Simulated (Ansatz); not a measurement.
# As (Cmce) in Ansatz: further runs

One crystal, As, is run at these levels: LDA; tasks: single point, equation of state.

Everything below comes from runs of Ansatz 0.2.0. Logs are shortened: lines on timing, memory, paths and dates and some standing lists are left out, and cuts for length are marked.

## (1) The structure

It takes space group Cmce (No. 64, orthorhombic). The conventional cell has a = 3.650 Å, b = 11.000 Å, c = 4.470 Å, α = 90.00°, β = 90.00°, γ = 90.00°. As (site symmetry m) has 3 As at 2.48 to 2.49 Å as nearest neighbours.

This isn't the form of As at room conditions, which is rhombohedral.

## (2) Single point, LDA, 21.09 Å³/atom (volume scaled by 0.94)

The input, input.yaml:

```yaml
crystal:
  lattice:
    - [1.7877446484, -5.3877235979, 0.0]
    - [1.7877446484, 5.3877235979, 0.0]
    - [0.0, 0.0, 4.378749906]
  atoms:
    - { symbol: As, position: [0.39, 0.61, 0.56] }
    - { symbol: As, position: [0.89, 0.11, 0.94] }
    - { symbol: As, position: [0.61, 0.39, 0.44] }
    - { symbol: As, position: [0.11, 0.89, 0.06] }
kpoints:
  mp_grid: { grid: [8, 8, 6] }
scf:
  occupations: { method: fermi_dirac, width: 0.05 }
hamiltonian:
  xc: lda
  pseudopotentials: { kind: all_electron, lapw: { basis_error: 0.002 } }
output:
  forces: true
  stress: true
  eigenvalues: true
```

Potentials or basis: all-electron LAPW, scalar-relativistic.

Started as:

```bash
> ansatz run input.yaml --threads 2 --pin off --max-ram 6144MiB --backend cpu --events-out ev --progress --plain --runs-dir out
```

Log:

```text
Warning: RAYON_NUM_THREADS=2 ignored (pool sized by the plan → 2); use --threads N
LAPW: plane waves up to 8.740 Å⁻¹, error target 2.0e-3 eV per atom; small_component_spin mean_spin; As in spheres of 1.214 Å, 23 of its electrons in bands, Dirac shells [] (how accurate: hamiltonian.pseudopotentials.lapw.basis_error, Limitations)
Engine: ansatz 0.2.0, aarch64-unknown-linux-gnu
Pseudopotentials: kind: all_electron
Pseudopotential: As, LAPW, valence charge 23, lapw/all_electron/scalar/gaussian/As, Koelling and Harmon's equation, gaussian nucleus
Functional definition: SPW92
  exchange = slater_x
  correlation = pw_c
Crystal: 4 atoms, lattice volume = 84.351 Å³
Basis set: ecut = 291.04237407442906 eV, 923 PW (Γ), FFT grids on a1+a2, a2, a3, exchange–correlation at level 2
Bands: 56, of which v1, the nominal top of the filled ones, is band 46 counted from 1 (45 counted from 0)
Symmetry: 8 space group operations
Space group: Cmce (ITA 64), of the structure as read, at distance tolerance 4.4e-5 Å
k-points: 84 of 384
Non-local potential: As, projectors of the file, none
Initial density: superposition of atomic densities (chi_scale 0.1, normalization cell)
Initial wavefunctions: plane waves of lowest kinetic energy (no species holds an atomic orbital)
Functional: x = slater, c = lda
iter 1 solved again at ethr=3.73e-4 eV; its pass at ethr=1.00e-1 eV (dr2=3.43e-1 eV) is discarded
SCF iter   1: F=—  HF=-245766.184482 eV  |F-HF|=—  |Δ(HF+E_count)|=         —  Δρ=2.26e-2  dr2=3.44e-1  ethr=3.73e-4  ⟨swp⟩=2.9  Hψ=29347  notcnv=0
preconditioner: auto → Kerker (q_TF=auto, 2.768 Å⁻¹)  [metal: Δε(μ)=0.030 eV  Ē_g=11.526 eV  σ=0.050 eV  W_gap=0.15  n_scr=30 (ndim 8)  ℏωp=18.1 eV  f_vac=0.002  D(μ)=0.43/eV (n_scr^D=0)]
SCF iter   2: F=—  HF=-245766.121551 eV  |F-HF|=—  |Δ(HF+E_count)|=   6.29e-2  Δρ=1.50e-2  dr2=1.84e-1  ethr=3.73e-4  ⟨swp⟩=2.0  Hψ=12952  notcnv=0
iter 3 solved again at ethr=1.91e-5 eV; its pass at ethr=2.00e-4 eV (dr2=1.76e-2 eV) is discarded
SCF iter   3: F=—  HF=-245766.081039 eV  |F-HF|=—  |Δ(HF+E_count)|=   4.05e-2  Δρ=3.65e-3  dr2=1.75e-2  ethr=1.91e-5  ⟨swp⟩=2.0  Hψ=23365  notcnv=0
SCF iter   4: F=—  HF=-245766.071107 eV  |F-HF|=—  |Δ(HF+E_count)|=   9.93e-3  Δρ=1.92e-3  dr2=5.60e-3  ethr=1.91e-5  ⟨swp⟩=2.0  Hψ=12949  notcnv=0
SCF iter   5: F=—  HF=-245766.070539 eV  |F-HF|=—  |Δ(HF+E_count)|=         —  Δρ=7.80e-4  dr2=7.05e-4  ethr=6.09e-6  ⟨swp⟩=2.0  Hψ=12949  notcnv=0
the basis was enlarged: its passes take 193.9 KiB over the memory plan, 2 of 2 planned eigensolver slots
SCF iter   6: F=—  HF=-245766.070386 eV  |F-HF|=—  |Δ(HF+E_count)|=   1.53e-4  Δρ=3.00e-4  dr2=7.84e-5  ethr=7.67e-7  ⟨swp⟩=2.0  Hψ=12951  notcnv=0
SCF iter   7: F=—  HF=-245766.070372 eV  |F-HF|=—  |Δ(HF+E_count)|=   1.32e-5  Δρ=1.15e-4  dr2=1.25e-5  ethr=8.52e-8  ⟨swp⟩=2.0  Hψ=12950  notcnv=0
SCF iter   8: F=—  HF=-245766.070371 eV  |F-HF|=—  |Δ(HF+E_count)|=   1.48e-6  Δρ=2.03e-5  dr2=7.42e-7  ethr=1.36e-8  ⟨swp⟩=2.0  Hψ=12950  notcnv=0
SCF iter   9: F=—  HF=-245766.070371 eV  |F-HF|=—  |Δ(HF+E_count)|=   2.54e-7  Δρ=8.02e-6  dr2=1.41e-7  ethr=8.07e-10  ⟨swp⟩=2.0  Hψ=12951  notcnv=0
SCF iter  10: F=-245766.070371 eV  HF=-245766.070371 eV  |F-HF|=1.39e-8  |Δ(HF+E_count)|=   1.91e-8  Δρ=2.20e-6  dr2=1.78e-8  ethr=1.53e-10  ⟨swp⟩=2.0  Hψ=12951  notcnv=0
SCF 1 converged in 10 iterations: F = -245766.070371 eV  dr2 = 1.78e-8
SCF converged after 10 iterations
Free energy (F): -245766.070371 eV
Harris-Foulkes:  -245766.070371 eV  (|F-HF|=1.39e-8)
Internal energy: -245766.066334 eV  (E = F + TS)
E sigma→0 (E₀):  -245766.068353 eV
Entropy (-TS):   -0.004036 eV (-1.009 meV/atom)
Fermi energy:    11.186181 eV
--- Per-component energies (eV) ---
  E_band       = -5103.413006
  E_kinetic    = 251163.295681
  E_xc         = -8793.721853
  E_electrostatic = -488135.640162  (all electrons and nuclei)
  E_smearing   = -0.004036  (= −TS)
  E_closure    = 0.000000  (closes the sum)
  E_atoms      = -245744.732936  (free atoms, spherical and without spin; not in F)
  Σ components = -245766.070371   (vs F -245766.070371, Δ=0.00e0)
  Basis errors (estimates in eV, not in F): energy 8.1e-4 per atom: plane waves 7.7e-4 (4.6e-4 summed), levels above the bands 9.0e-73, relativity 4.5e-9, radial functions 4.3e-5, core shells 9.0e-10; eigenvalues (radial functions only) 8.9e-7; not estimated: angular momenta, meshes, grids; target (lapw.basis_error) 2.0e-3; muffin-tin radii As 1.214 Å
--- Forces (eV/Å), atoms counted from 1 ---
  atom   1  As     0.00000000     0.37213367    -0.14130976
  atom   2  As     0.00000000     0.37213367     0.14130976
  atom   3  As     0.00000000    -0.37213367     0.14130976
  atom   4  As     0.00000000    -0.37213367    -0.14130976
  max |Σ_I F_I| component: 2.08e-17 eV/Å
--- Stress (GPa, compression-positive) ---
        4.028105       0.000000       0.000000
        0.000000       2.906233       0.000000
        0.000000       0.000000       1.560638
  P = ⅓ Tr σ = 2.8317 GPa (28.317 kbar)
--- Band table (eV; the first three rows and the last of 84) ---
  k-point 0: bands = ["-173.4158", "-173.4154", "-173.4152", "-173.4148", "-117.3520", "-117.3498", "-117.3497", "-117.3495", "-117.3492", "-117.3473", "-117.3454", "-117.3451", "-117.2986", "-117.2970", "-117.2969", "-117.2954", "-25.0090", "-25.0071", "-24.9915", "-24.9540", "-24.9461", "-24.9169", "-24.9163", "-24.9156", "-24.8908", "-24.8820", "-24.8719", "-24.8691", "-24.8583", "-24.8505", "-24.8482", "-24.8399", "-24.8221", "-24.8046", "-24.8011", "-24.7893", "-4.1328", "-1.1328", "1.6787", "4.7339", "5.3504", "6.5787", "8.0102", "8.8023", "9.2461", "10.0777", "13.1676", "13.1981", "13.7531", "14.7701", "16.3037", "16.7784", "18.3861", "18.6207", "19.8569", "19.9247"]
  k-point 1: bands = ["-173.4158", "-173.4155", "-173.4151", "-173.4149", "-117.3520", "-117.3503", "-117.3494", "-117.3492", "-117.3491", "-117.3474", "-117.3454", "-117.3452", "-117.2986", "-117.2974", "-117.2965", "-117.2954", "-25.0071", "-25.0052", "-24.9886", "-24.9550", "-24.9456", "-24.9245", "-24.9159", "-24.9116", "-24.8964", "-24.8763", "-24.8750", "-24.8655", "-24.8539", "-24.8521", "-24.8479", "-24.8389", "-24.8229", "-24.8061", "-24.8032", "-24.7925", "-3.9601", "-1.2667", "1.4249", "4.3750", "5.1470", "7.2530", "8.1710", "9.3197", "9.3371", "9.5991", "13.2680", "13.4258", "13.9719", "14.1632", "15.5016", "16.5628", "17.9646", "18.8611", "19.5849", "20.6117"]
  k-point 2: bands = ["-173.4157", "-173.4156", "-173.4150", "-173.4149", "-117.3517", "-117.3509", "-117.3494", "-117.3492", "-117.3486", "-117.3477", "-117.3454", "-117.3452", "-117.2984", "-117.2978", "-117.2962", "-117.2956", "-25.0028", "-25.0016", "-24.9805", "-24.9595", "-24.9444", "-24.9357", "-24.9132", "-24.9047", "-24.9037", "-24.8848", "-24.8686", "-24.8563", "-24.8562", "-24.8513", "-24.8439", "-24.8359", "-24.8228", "-24.8092", "-24.8075", "-24.8015", "-3.4577", "-1.8319", "1.4017", "3.1459", "5.6584", "7.6792", "8.6085", "9.0803", "9.3956", "10.9685", "12.2635", "13.2194", "13.3297", "14.1950", "15.2292", "16.8714", "17.7814", "19.6452", "19.9856", "21.0729"]
  k-point 83: bands = ["-173.4157", "-173.4157", "-173.4150", "-173.4150", "-117.3514", "-117.3514", "-117.3493", "-117.3493", "-117.3481", "-117.3481", "-117.3453", "-117.3453", "-117.2981", "-117.2981", "-117.2958", "-117.2958", "-25.0002", "-25.0002", "-24.9699", "-24.9699", "-24.9417", "-24.9417", "-24.9109", "-24.9109", "-24.8948", "-24.8948", "-24.8602", "-24.8602", "-24.8518", "-24.8518", "-24.8371", "-24.8371", "-24.8150", "-24.8150", "-24.8102", "-24.8102", "-2.5024", "-2.5024", "1.1346", "1.1346", "9.0056", "9.0056", "9.2766", "9.2766", "10.0756", "10.0756", "12.6528", "12.6528", "13.1741", "13.1741", "13.8991", "13.8991", "18.9460", "18.9460", "19.8385", "19.8385"]
```

Run time: 59 s. Hardware: 2 threads of Arm Neoverse V1, shared host; peak memory 0.72 GiB.

What came out:

| Property | Result |
| --- | --- |
| Free energy | -245766.0704 eV |
| Pressure | 2.8 GPa |
| Largest force | 0.398 eV/Å |
| Band gap on the k mesh | none (metal or under the smearing width) |

## (3) Single point, LDA, 21.54 Å³/atom (volume scaled by 0.96)

Edit input.yaml of step 2 so:

```diff
@@ -2,5 +2,5 @@
   lattice:
-    - [1.7877446484, -5.3877235979, 0.0]
-    - [1.7877446484, 5.3877235979, 0.0]
-    - [0.0, 0.0, 4.378749906]
+    - [1.8003348143, -5.4256665635, 0.0]
+    - [1.8003348143, 5.4256665635, 0.0]
+    - [0.0, 0.0, 4.4095871889]
   atoms:
```

Potentials or basis: all-electron LAPW, scalar-relativistic.

Started as:

```bash
> ansatz run input.yaml --threads 2 --pin off --max-ram 6144MiB --backend cpu --events-out ev --progress --plain --runs-dir out
```

Run time: 60 s. Hardware: 2 threads of Arm Neoverse V1, shared host; peak memory 0.72 GiB.

The run converged. Its results:

| Property | Result |
| --- | --- |
| Free energy | -245766.0921 eV |
| Pressure | 1.1 GPa |
| Largest force | 0.230 eV/Å |
| Band gap on the k mesh | none (metal or under the smearing width) |

## (4) Single point, LDA, 21.99 Å³/atom (volume scaled by 0.98)

Edit input.yaml of step 3 so:

```diff
@@ -2,5 +2,5 @@
   lattice:
-    - [1.8003348143, -5.4256665635, 0.0]
-    - [1.8003348143, 5.4256665635, 0.0]
-    - [0.0, 0.0, 4.4095871889]
+    - [1.8127513088, -5.4630861361, 0.0]
+    - [1.8127513088, 5.4630861361, 0.0]
+    - [0.0, 0.0, 4.4399990961]
   atoms:
```

Started as:

```bash
> ansatz run input.yaml --threads 2 --pin off --max-ram 6144MiB --backend cpu --events-out ev --progress --plain --runs-dir out
```

Run time: 60 s. Hardware: 2 threads of Arm Neoverse V1, shared host; peak memory 0.71 GiB.

Results (log left out):

```yaml
Free_energy: -245766.0954 eV
Pressure: -0.5 GPa
Largest_force: 0.131 eV/Å
Band_gap_on_the_k_mesh: none (metal or under the smearing width)
```

## (5) Single point, LDA, 22.43 Å³/atom

Edit input.yaml of step 4 so:

```diff
@@ -2,5 +2,5 @@
   lattice:
-    - [1.8127513088, -5.4630861361, 0.0]
-    - [1.8127513088, 5.4630861361, 0.0]
-    - [0.0, 0.0, 4.4399990961]
+    - [1.825, -5.5, 0.0]
+    - [1.825, 5.5, 0.0]
+    - [0.0, 0.0, 4.47]
   atoms:
```

Started as:

```bash
> ansatz run input.yaml --threads 2 --pin off --max-ram 6144MiB --backend cpu --events-out ev --progress --plain --runs-dir out
```

It took 61 s on 2 threads of Arm Neoverse V1, shared host; peak memory 0.71 GiB.

Results (log left out):

```
Free energy            : -245766.0820 eV
Pressure               : -1.9 GPa
Largest force          : 0.192 eV/Å
Band gap on the k mesh : 0.02 eV, indirect (least direct gap 0.09 eV)
```

## (6) Single point, LDA, 22.88 Å³/atom (volume scaled by 1.02)

Edit input.yaml of step 5 so:

```diff
@@ -2,5 +2,5 @@
   lattice:
-    - [1.825, -5.5, 0.0]
-    - [1.825, 5.5, 0.0]
-    - [0.0, 0.0, 4.47]
+    - [1.8370864449, -5.5364249026, 0.0]
+    - [1.8370864449, 5.5364249026, 0.0]
+    - [0.0, 0.0, 4.4996035117]
   atoms:
```

Potentials or basis: all-electron LAPW, scalar-relativistic.

Started as:

```bash
> ansatz run input.yaml --threads 2 --pin off --max-ram 6144MiB --backend cpu --events-out ev --progress --plain --runs-dir out
```

Wall time 61 s (2 threads of Arm Neoverse V1, shared host); peak memory 0.71 GiB.

The run converged. Its results:

```
Free energy            : -245766.0538 eV
Pressure               : -3.1 GPa
Largest force          : 0.318 eV/Å
Band gap on the k mesh : 0.05 eV, indirect (least direct gap 0.13 eV)
```

## (7) Single point, LDA, 23.33 Å³/atom (volume scaled by 1.04)

Edit input.yaml of step 6 so:

```diff
@@ -2,5 +2,5 @@
   lattice:
-    - [1.8370864449, -5.5364249026, 0.0]
-    - [1.8370864449, 5.5364249026, 0.0]
-    - [0.0, 0.0, 4.4996035117]
+    - [1.849015912, -5.572376721, 0.0]
+    - [1.849015912, 5.572376721, 0.0]
+    - [0.0, 0.0, 4.5288225351]
   atoms:
```

Started as:

```bash
> ansatz run input.yaml --threads 2 --pin off --max-ram 6144MiB --backend cpu --events-out ev --progress --plain --runs-dir out
```

It took 61 s on 2 threads of Arm Neoverse V1, shared host; peak memory 0.71 GiB.

It converged, with:

- Free energy: -245766.0121 eV
- Pressure: -4.3 GPa
- Largest force: 0.448 eV/Å
- Band gap on the k mesh: 0.08 eV, indirect (least direct gap 0.15 eV)

## (8) Single point, LDA, 23.78 Å³/atom (volume scaled by 1.06)

Edit input.yaml of step 7 so:

```diff
@@ -2,5 +2,5 @@
   lattice:
-    - [1.849015912, -5.572376721, 0.0]
-    - [1.849015912, 5.572376721, 0.0]
-    - [0.0, 0.0, 4.5288225351]
+    - [1.8607934009, -5.6078705233, 0.0]
+    - [1.8607934009, 5.6078705233, 0.0]
+    - [0.0, 0.0, 4.5576693162]
   atoms:
```

Started as:

```bash
> ansatz run input.yaml --threads 2 --pin off --max-ram 6144MiB --backend cpu --events-out ev --progress --plain --runs-dir out
```

Wall time 56 s (2 threads of Arm Neoverse V1, shared host); peak memory 0.7 GiB.

Results (log left out):

| Item | Value |
| --- | --- |
| Free energy | -245765.9583 eV |
| Pressure | -5.3 GPa |
| Largest force | 0.573 eV/Å |
| Band gap on the k mesh | 0.11 eV, indirect (least direct gap 0.18 eV) |

## (9) Equation of state, LDA

Potentials or basis: all-electron LAPW, scalar-relativistic.

This step only gathers the single runs of the series.

Results:

| Item | Value |
| --- | --- |
| Equilibrium volume | 21.84 Å³/atom |
| Bulk modulus at fixed shape and positions | 74 GPa |
| Pressure derivative of the bulk modulus | 4.1 |

Energy against volume, from the lowest point:
```tsv
volume (Å³/atom)	energy (meV/atom)
21.088	6.25
21.536	0.82
21.985	0.00
22.434	3.33
22.882	10.39
23.331	20.82
23.780	34.27
```

Caveat: the cell was scaled at fixed shape and fractional positions, which overstates the stiffness of a crystal with free parameters, most of all of layers and chains.
